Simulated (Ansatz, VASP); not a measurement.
## Two plane-wave programs on Nb

```
Nb
1.0
    -1.64146    1.64146    1.64146
     1.64146   -1.64146    1.64146
     1.64146    1.64146   -1.64146
Nb
1
Direct
  0.00000 0.00000 0.00000
```

Change from the starting cell: volume scaled by 0.96.

Alike in both runs: task single point; functional PBEsol; k mesh 11 × 11 × 11; occupations fermi-dirac, width 0.05 eV; no spin polarisation.

|  | VASP | Ansatz |
| --- | --- | --- |
| version | VASP 6.6.1 | Ansatz 0.2.0 |
| potentials or method | VASP PAW PBE potentials, release 64 (Nb_sv) | Ansatz PAW |
| plane-wave cutoff (eV) | 520 | 420 |
| valence electrons in the cell | 13 | 13 |

```csv
,VASP,Ansatz,Ansatz less VASP
gap on the k mesh at the Fermi level (eV),none,none,-
pressure (GPa),-1.3,-1.0,+0.28
```

A gap of «none» marks a metal or a gap that the smearing closes. With one functional, cell and mesh, what is left measures potentials, basis and numerics.

Caveats: the PAW data sets were made with another functional, which shifts forces and pressure a little (VASP); the PAW data sets come from PBE, with cores solved anew for the run's functional, which leaves a small shift of forces and pressure (Ansatz).
